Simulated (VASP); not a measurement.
Wanted: the native input for a VASP 6.6.1 run.

- Task: relaxation of cell and atoms
- Functional: PBE
- Potentials or basis: VASP PAW PBE potentials, release 64 (In_d)
- Cutoff: 520 eV
- k mesh: 19 × 19 × 19
- Occupations: gaussian, width 0.1 eV
- Spin: no spin polarisation
- Further INCAR settings: ALGO = Normal; EDIFF = 1e-07; IBRION = 2; POTIM = 0.3; EDIFFG = -0.005; NSW = 60; ISIF = 3

The structure of In lies in POSCAR:

```
In                                      
1.0
   -1.6653022172      1.6653022172      2.4815483498
    1.6653022172     -1.6653022172      2.4815483498
    1.6653022172      1.6653022172     -2.4815483498
  In            
     1
Direct
     0.0000000000000000    0.0000000000000000    0.0000000000000000
```

The input as run:

INCAR

```
ALGO = Normal ; EDIFF = 1E-7
EDIFFG = -0.005 ; ENCUT = 520
GGA = PE ; IBRION = 2
ISIF = 3 ; ISMEAR = 0
LASPH = True ; LCHARG = False
LREAL = False ; LWAVE = False
NELM = 120 ; NSW = 60
POTIM = 0.3 ; PREC = Accurate
SIGMA = 0.1
```

KPOINTS

```
k-points
0
Gamma
  19 19 19
```

Potentials or basis: VASP PAW PBE potentials, release 64 (In_d).

Command:

```sh
$ cat potpaw_PBE.64/In_d/POTCAR > POTCAR
$ mpirun -np 1 vasp_std > vasp.out
```

It gave:

```json
{
 "Relaxed volume": "27.51 Å³/atom",
 "Relaxed cell": "a = 3.420 Å, b = 3.420 Å, c = 3.420 Å, α = 121.75°, β = 121.75°, γ = 87.00°",
 "Space group after relaxing (to 0.05 Å)": "I4/mmm (No. 139)",
 "Energy gained by relaxing": "0.0 meV/atom",
 "Ionic steps": "2",
 "Pressure after relaxing": "0.0 GPa",
 "Band gap on the k mesh": "none (metal or under the smearing width)"
}
```

It took 77 s on 1 thread of Intel(R) Xeon(R) 6975P-C (Granite Rapids), with other jobs on the host, peak memory 0.29 GiB.
